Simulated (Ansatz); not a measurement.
MgO:

```
CELL_PARAMETERS angstrom
0.00000 2.09700 2.09700
2.09700 0.00000 2.09700
2.09700 2.09700 0.00000
ATOMIC_POSITIONS crystal
Mg 0.00000 0.00000 0.00000
O 0.50000 0.50000 0.50000
```

The cell is a database's computed one.

* Program: Ansatz 0.2.0
* Task: relaxation of cell and atoms
* Functional: LDA
* Potentials or basis: all-electron LAPW, scalar-relativistic
* Basis error allowed: 0.001 eV/atom
* k mesh: 11 × 11 × 11
* Occupations: fermi-dirac, width 0.05 eV
* Spin: no spin polarisation

At the start: volume 9.22 Å³/atom.

**Question.** How do energy, volume and symmetry change on relaxing?

**Answer.** Over 5 steps the energy falls by 2.6 meV/atom and the volume is 9.01 Å³/atom (-2.3 %); space group Fm-3m (No. 225, to 0.05 Å).

Step by step:
```
step  energy change (eV)  largest force (eV/Å)  volume (Å³)
   1              0.0000                0.0000        18.44
   2             -0.0034                0.0000        18.26
   3             -0.0053                0.0000        18.01
   4             -0.0053                0.0000        18.01
   5             -0.0053                0.0000        18.01
```

Final structure:
```xyz
2
Lattice="0.0000 2.0807 2.0807 2.0807 0.0000 2.0807 2.0807 2.0807 0.0000" Properties=species:S:1:pos:R:3 pbc="T T T"
Mg    0.0000    0.0000    0.0000
O     2.0807    2.0807    2.0807
```
